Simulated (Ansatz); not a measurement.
**AlAu in Ansatz: the effect of functional**

Crystal: AlAu.

```
CELL_PARAMETERS angstrom
3.20230 0.00000 0.00000
0.00000 3.20230 0.00000
0.00000 0.00000 3.20230
ATOMIC_POSITIONS crystal
Au 0.50000 0.50000 0.50000
Al 0.00000 0.00000 0.00000
```

The cell comes from a database or a generator and needn't be the stable form of this composition.

The cell isn't the ideal one: volume scaled by 0.98.

Alike in all runs:

| Quantity | Value |
| --- | --- |
| Program | Ansatz 0.2.0 |
| Task | single point |
| Potentials or basis | Ansatz PAW |
| k mesh | 8 × 8 × 8 |
| Occupations | fermi-dirac, width 0.05 eV |
| Spin | no spin polarisation |

```tsv
functional	cutoff	pressure (GPa)
LDA	420 eV (not typed: the program's choice for these potentials)	?
PBEsol	420 eV (not typed: the program's choice for these potentials)	-3.0
r2SCAN	500 eV (not typed: the program's choice for these potentials)	-2.7
```

Task: What does the run with functional LDA give?

Result: Pressure -6.0 GPa.

Caveats: the PAW data sets come from PBE, with cores solved anew for the run's functional, which leaves a small shift of forces and pressure.
